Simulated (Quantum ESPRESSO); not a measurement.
**La in Quantum ESPRESSO: convergence with density cutoff**

Input of the first run (density cutoff 200 Ry); the others differ in this setting and in those tied to it:

File pw.in:

```
&CONTROL
  calculation = 'scf'
  prefix = 'pwscf'
  outdir = './tmp'
  pseudo_dir = './pseudo'
  tprnfor = .true.
  tstress = .true.
  disk_io = 'nowf'
/
&SYSTEM
  ibrav = 0
  nat = 1
  ntyp = 1
  ecutwfc = 50
  ecutrho = 200
  nbnd = 11
  occupations = 'smearing'
  smearing = 'fd'
  degauss = 0.00367493
/
&ELECTRONS
  conv_thr = 2d-10
  electron_maxstep = 120
  mixing_beta = 0.5
/
ATOMIC_SPECIES
La   138.9055 La.LDA_PW-JTH.UPF
CELL_PARAMETERS angstrom
  -2.1238310710    2.1238310710    2.1238310710
   2.1238310710   -2.1238310710    2.1238310710
   2.1238310710    2.1238310710   -2.1238310710
ATOMIC_POSITIONS crystal
La     0.0000000000    0.0000000000    0.0000000000
K_POINTS automatic
9 9 9 0 0 0
```

Potentials or basis: JTH 2.0 LDA.

The run is started by

```sh
$ OMP_NUM_THREADS=1 pw.x -in pw.in > pw.out
```

This isn't the form of La at room conditions, which is double hcp.

Hardware: 1 thread of Intel(R) Xeon(R) Processor @ 2.70GHz (shared host).

```tsv
density cutoff	energy less the tightest run, at zero smearing (meV/atom)	SCF cycles	CPU time (s)	peak memory (GiB)
200 Ry	0.04	9	20	0.16
250 Ry	0.05	9	22	0.21
300 Ry	0.02	9	19	0.26
350 Ry	0.01	9	31	0.32
400 Ry	0.01	9	35	0.37
500 Ry	0.00	9	39	0.5
600 Ry	0.00	9	57	0.65
800 Ry	0.00	9	61	0.94
```

Against the tightest run, the energy stays within 1 meV/atom from 200 Ry on. The tightest run that finished is the yardstick and may itself not be fully converged.

Spin-orbit coupling is left out, which matters for the levels of La.
